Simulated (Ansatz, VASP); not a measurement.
## One calculation of AgCl, two programs

INCAR

```
ALGO = Normal
EDIFF = 1E-8
ENCUT = 520
GGA = PE
ISIF = 2
ISMEAR = -5
LASPH = T
LCHARG = F
LEFG = T
LREAL = F
LWAVE = F
NBANDS = 16
NELM = 100
PREC = Accurate
SIGMA = 0.1
```

Contents of KPOINTS:

```
k-points
0
Gamma
  11 11 11
```

Contents of POSCAR:

```
AgCl
1.0
    0.0000000000      3.0889659025      3.0889659025
    3.0889659025      0.0000000000      3.0889659025
    3.0889659025      3.0889659025      0.0000000000
Ag Cl
1 1
Direct
    0.0000000000      0.0000000000      0.0000000000
    0.2500000000      0.2500000000      0.2500000000
```

Input for Ansatz:

```yaml
crystal:
  lattice:
    - [0.0, 3.0889659025, 3.0889659025]
    - [3.0889659025, 0.0, 3.0889659025]
    - [3.0889659025, 3.0889659025, 0.0]
  atoms:
    - { symbol: Ag, position: [0.0, 0.0, 0.0] }
    - { symbol: Cl, position: [0.25, 0.25, 0.25] }
kpoints:
  mp_grid: { grid: [11, 11, 11] }
scf:
  occupations: { method: tetrahedron }
hamiltonian:
  xc: pbe
  pseudopotentials: { kind: all_electron, datasets: crystal }
output:
  forces: true
  stress: true
  eigenvalues: true
  efg: { contact_densities: true }
basis:
  xc_grid: 1
```

Measurements of this composition are mostly on another form, of space group No. 225.

Alike in both runs: task electric field gradients; functional PBE; k mesh 11 × 11 × 11; occupations tetrahedron; no spin polarisation.

```csv
,VASP,Ansatz
version,VASP 6.6.1,Ansatz 0.2.0
potentials or method,"VASP PAW PBE potentials, release 64 (Ag, Cl)","all-electron PAW with datasets made for the crystal, scalar-relativistic"
plane-wave cutoff (eV),520,see its input
```

```tsv
	VASP	Ansatz	Ansatz less VASP
gap on the k mesh at the Fermi level (eV)	1.36	1.37	+0.003
pressure (GPa)	-1.6	-1.5	+0.10
```

Ansatz ran all-electron here, so the differences hold the error of VASP's frozen core and of both bases. Ansatz warned: «gradients_without_spin_orbit».

Caveats: an odd mesh through Γ misses points on the zone boundary, where band edges often lie. A hybrid or GW would open this gap; PBE tends to underestimate it.
